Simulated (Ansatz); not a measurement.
## From the elastic tensor of BaF₂ to moduli and sound speeds

Method: DFT r2SCAN, scalar-relativistic, plane waves, PAW (Ansatz 0.2.0). Settings: 500 eV plane-wave cutoff, Γ-centred 6×6×6 mesh, fixed occupations. No spin polarisation.

The structure is cubic, space group Fm-3m (No. 225). The conventional cell has a = 6.193 Å, b = 6.193 Å, c = 6.193 Å, α = 90.00°, β = 90.00°, γ = 90.00°. Around Ba (site symmetry m-3m) lie 8 F at 2.68 Å. F (site symmetry -43m) has 4 Ba at 2.68 Å as nearest neighbours.

The cell is the ideal cubic fluorite prototype.

Relaxed-ion constants (GPa, on the Cartesian axes of the calculation):
```
94.3 44.9 44.9  0.0  0.0  0.0
44.9 94.3 44.9  0.0  0.0  0.0
44.9 44.9 94.3  0.0  0.0  0.0
 0.0  0.0  0.0 26.2  0.0  0.0
 0.0  0.0  0.0  0.0 26.2  0.0
 0.0  0.0  0.0  0.0  0.0 26.2
```

Density 4.904 g/cm³; 3 atoms in 59.37 Å³.

The values that follow are for a polycrystal of randomly turned grains, by Hill's mean where one number stands.

With S = C⁻¹: B_V = (C11+C22+C33+2(C12+C13+C23))/9, G_V = (C11+C22+C33−C12−C13−C23+3(C44+C55+C66))/15, 1/B_R = S11+S22+S33+2(S12+S13+S23), 15/G_R = 4(S11+S22+S33−S12−S13−S23)+3(S44+S55+S66); Hill is their mean. Then v_l = √((B+4G/3)/ρ), v_t = √(G/ρ), v_m = [(2/v_t³+1/v_l³)/3]^(−1/3) and Θ = (ħ/k_B)·v_m·(6π²n/V)^(1/3) for n atoms in the volume V; E = 9BG/(3B+G), ν = (3B−2G)/(2(3B+G)) and A^U = 5G_V/G_R + B_V/B_R − 6.

```json
{
  "Bulk modulus, Voigt / Reuss / Hill": "61.4 / 61.4 / 61.4 GPa",
  "Shear modulus, Voigt / Reuss / Hill": "25.6 / 25.6 / 25.6 GPa",
  "Young's modulus": "67 GPa",
  "Poisson ratio": "0.317",
  "Pugh ratio B/G": "2.39",
  "Universal anisotropy index": "0.00",
  "Longitudinal and transverse sound speeds": "4413 and 2286 m/s",
  "Debye temperature from the mean sound speed": "282 K"
}
```

Cost: 1 run of about 1.8 core-minutes, on Arm Neoverse N1 (shared hosts).